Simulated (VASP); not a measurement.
Here is a VASP 6.6.1 calculation.

INCAR

```
  PREC = Accurate
  ENCUT = 600
  EDIFF = 1E-7
  ISMEAR = 0
  SIGMA = 0.03
  LREAL = F
  LASPH = T
  NELM = 80
  ALGO = Normal
  ISIF = 3
  LWAVE = F
  LCHARG = F
  GGA = PE
  IVDW = 12
  IBRION = 2
  NSW = 90
  EDIFFG = -0.005
  KPAR = 4
```

File KPOINTS:

```
Automatic mesh
0
Gamma
  9 9 2
```

File POSCAR:

```
MoSe2                                   
1.0
    3.2786626285     -0.0000000000     -0.0000000000
   -1.6393313142      2.8394051267      0.0000000000
   -0.0000000000     -0.0000000000     12.7250115930
  Mo              Se            
     2     4
Direct
     0.3333333332999970    0.6666666667000030    0.2500000000000000
     0.6666666667000030    0.3333333332999970    0.7500000000000000
     0.3333333332999970    0.6666666667000030    0.6183309793776686
     0.6666666667000030    0.3333333332999970    0.1183309793776689
     0.3333333332999970    0.6666666667000030    0.8816690206223313
     0.6666666667000030    0.3333333332999970    0.3816690206223311
```

Potentials or basis: VASP PAW PBE potentials, release 64 (Mo_sv, Se).

Command:

```console
$ cat potpaw_PBE.64/Mo_sv/POTCAR potpaw_PBE.64/Se/POTCAR > POTCAR
$ mpirun -np 4 vasp_std > vasp.out
```

(1) Estimate the band gap on the k mesh.

(2) Predict the dispersion energy per atom.

## Answers

(1) 0.84 eV, indirect (least direct gap 1.46 eV).

(2) -0.479 eV.

Caveat: the relaxation stopped at its first step, so nothing moved; an odd mesh through Γ misses points on the zone boundary, where band edges often lie.
